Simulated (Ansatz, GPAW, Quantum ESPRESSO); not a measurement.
**Sn: 4 runs at one level of theory**

```
Sn
1.0
    -2.94014    2.94014    1.59930
     2.94014   -2.94014    1.59930
     2.94014    2.94014   -1.59930
Sn
2
Direct
  0.00000 0.00000 0.00000
  0.75000 0.25000 0.50000
```

Alike in all runs: task band structure; functional LDA; k mesh 9 × 9 × 9; occupations fermi-dirac, width 0.05 eV; no spin polarisation; no spin-orbit coupling. LDA stands for any of its common fits. Pressure is positive in compression and, in plane waves, holds the error of the finite cutoff, which Ansatz's Pulay term estimates and takes out.

```csv
program and potentials,plane-wave cutoff (eV),notes,pressure (GPa)
"Ansatz, Ansatz PAW",420,"potentials made for PBE, which Ansatz adapts in part; Pulay term of +0.02 GPa included",-2.86
"Ansatz, all-electron LAPW, scalar-relativistic",-,-,-2.84
"Quantum ESPRESSO, PseudoDojo 0.4.1 SR LDA standard",980,-,-2.86
"GPAW, the program's PAW data sets (release 1.2.1) made for this functional",600,-,-3.10
```

The pressure spans -3.10 (GPAW, the program's PAW data sets (release 1.2.1) made for this functional) to -2.84 GPa (Ansatz, all-electron LAPW, scalar-relativistic), with all-electron results at -2.84.

The functional is the same throughout but for its coding, so the spread measures potentials, basis and numerics; runs on potential files found faulty are left out.
